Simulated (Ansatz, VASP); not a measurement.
**Two plane-wave programs on Al3Cu**

```
CELL_PARAMETERS angstrom
3.80997 0.00000 0.00000
0.00000 3.80997 0.00000
0.00000 0.00000 3.94470
ATOMIC_POSITIONS crystal
Al 0.00000 0.50000 0.50000
Al 0.50000 0.00000 0.50000
Al 0.50000 0.50000 0.00000
Cu 0.00000 0.00000 0.00000
```

Change from the starting cell: strain +e along x and -e along y +0.0000, strain +e along z and -e/2 along x and y +0.0233.

Alike in both runs: task single point; functional LDA; k mesh 10 × 10 × 10; occupations gaussian, width 0.15 eV; no spin polarisation.

|  | VASP | Ansatz |
| --- | --- | --- |
| version | VASP 6.6.1 | Ansatz 0.2.0 |
| potentials or method | VASP PAW LDA potentials, release 64 (Al, Cu) | scalar-relativistic, plane waves, PAW |
| plane-wave cutoff (eV) | 520 | 520 |
| valence electrons in the cell | 20 | 28 |

|  | VASP | Ansatz | Ansatz less VASP |
| --- | --- | --- | --- |
| gap on the k mesh at the Fermi level (eV) | none | none | - |
| pressure (GPa) | 0.4 | 0.1 | -0.24 |
| largest component of the traceless stress (GPa) | 3.28 | 3.25 | -0.027 |

A gap of «none» marks a metal or a gap that the smearing closes. The two sets of potentials don't hold the same shells in valence. Ansatz warned: «pseudo_functional_mismatch».
